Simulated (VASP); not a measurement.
La2O3, 5 atoms in the cell. Symmetry: P-62m, No. 189, hexagonal system. Conventional cell: a = 6.267 Å, b = 6.267 Å, c = 3.300 Å, α = 90.00°, β = 90.00°, γ = 120.00°. La (site symmetry -6) is surrounded by 6 O at 2.45 Å. O (site symmetry m2m) is surrounded by 4 La at 2.45 Å. The cell comes from a database or a generator and needn't be the stable form of this composition.

| Item | Value |
| --- | --- |
| Program | VASP 6.6.1 |
| Task | optical spectrum |
| Functional | PBEsol |
| Potentials or basis | VASP PAW PBE potentials, release 64 (La, O) |
| Cutoff | 520 eV |
| k mesh | 5 × 5 × 8 |
| Occupations | gaussian, width 0.02 eV |
| Spin | no spin polarisation |
| Further INCAR settings | ALGO = Normal; EDIFF = 1e-06; NBANDS = 68 |

Potentials or basis: VASP PAW PBE potentials, release 64 (La, O).

Run with:

```sh
$ cat potpaw_PBE.64/La/POTCAR potpaw_PBE.64/O/POTCAR > POTCAR
$ mpirun -np 1 vasp_std > vasp.out
```

Hardware: 1 thread of Intel(R) Xeon(R) Platinum 8259CL CPU @ 2.50GHz (Skylake/Cascade Lake) (shared host).

Task: Estimate the wall time of this run.

Result: It took 3.5 min on 1 thread of Intel(R) Xeon(R) Platinum 8259CL CPU @ 2.50GHz (Skylake/Cascade Lake), with other jobs on the host, peak memory 0.45 GiB. Counts: scf iterations 16, k points 25.
